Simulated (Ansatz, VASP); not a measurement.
# Two plane-wave programs on Li

INCAR

```
SYSTEM = Li
PREC = Accurate
ENCUT = 600
EDIFF = 1E-6
ISMEAR = 0
SIGMA = 0.1
LREAL = .FALSE.
LASPH = .TRUE.
NELM = 100
ALGO = Normal
ISIF = 3
LWAVE = .FALSE.
LCHARG = .FALSE.
GGA = PE
IBRION = 2
NSW = 100
EDIFFG = -0.002
```

File KPOINTS:

```
regular mesh
0
G
  18 18 18
  0 0 0
```

File POSCAR:

```
Li
1.0
   -1.7196562300      1.7196562300      1.7196562300
    1.7196562300     -1.7196562300      1.7196562300
    1.7196562300      1.7196562300     -1.7196562300
Li
1
Direct
    0.0000000000      0.0000000000      0.0000000000
```

Input for Ansatz:

```yaml
crystal:
  lattice:
    - [-1.71965623, 1.71965623, 1.71965623]
    - [1.71965623, -1.71965623, 1.71965623]
    - [1.71965623, 1.71965623, -1.71965623]
  atoms:
    - { symbol: Li, position: [0.0, 0.0, 0.0] }
basis:
  ecutwfc: 420
kpoints:
  mp_grid: { grid: [18, 18, 18] }
hamiltonian:
  xc: pbe
  pseudopotentials: { kind: paw }
scf:
  occupations: { method: gaussian, width: 0.1 }
output:
  forces: true
  stress: true
  eigenvalues: true
relax:
  adjacent_minimum: "off"
  f_tol: 0.002
  max_steps: 80
  cell: { stress_tol: 0.02 }
```

Alike in both runs: task relaxation of cell and atoms; functional PBE; k mesh 18 × 18 × 18; occupations gaussian, width 0.1 eV; no spin polarisation.

```csv
,VASP,Ansatz
version,VASP 6.6.1,Ansatz 0.2.0
potentials or method,"VASP PAW PBE potentials, release 64 (Li_sv)","scalar-relativistic, plane waves, PAW"
plane-wave cutoff (eV),600,420
valence electrons in the cell,3,3
```

VASP gave:

```
gap on the k mesh at the Fermi level, each at its own relaxed structure (eV) : none
relaxed volume (Å³/atom)                                                     : 20.08
relaxed cell length with the largest relative difference (Å)                 : 2.966
```

Q: Estimate Ansatz's values.

A: gap on the k mesh at the Fermi level, each at its own relaxed structure (eV): none; relaxed volume (Å³/atom): 20.25; relaxed cell length with the largest relative difference (Å): 2.974.

A gap of «none» marks a metal or a gap that the smearing closes.

Caveats: the cutoff is under 1.25 times the usual one of these potentials, so pressure, stress and relaxed cells hold a basis-set (Pulay) error (VASP).
